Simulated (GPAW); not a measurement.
The system is BaTiO3.

```
Ba Ti O
1.0
     2.82737    1.63238    2.31839
    -2.82737    1.63238    2.31839
     0.00000   -3.26476    2.31839
Ba Ti O
1 1 3
Direct
  0.00000 0.00000 0.00000
  0.48450 0.48450 0.48450
  0.50860 0.01750 0.50860
  0.01750 0.50860 0.50860
  0.50860 0.50860 0.01750
```

Base run:

```yaml
Program: GPAW 26.7.0
Functional: PBEsol
Potentials_or_basis: PAW data sets generated in the run's folder for this functional
Cutoff: 800 eV
Basis: pw
k_mesh: 5 × 5 × 5
Occupations: fermi-dirac, width 0.05 eV
Spin: no spin polarisation
```

Its results: band gap on the k mesh 2.49 eV, indirect (least direct gap 2.76 eV); pressure 0.3 GPa; largest force 0.193 eV/Å.

Q: The run is repeated on the same cell with these changes: hubbard terms from none to Ti d U = 1 eV. What comes out?

A: Band gap on the k mesh 2.60 eV, indirect (least direct gap 2.87 eV); pressure 0.8 GPa; largest force 0.405 eV/Å.

The U term pushes filled and empty states of the shell apart.

Caveats: spin-orbit coupling is left out, which moves the levels of the heavy elements; the mesh misses the band edges, which the band path finds closer together.
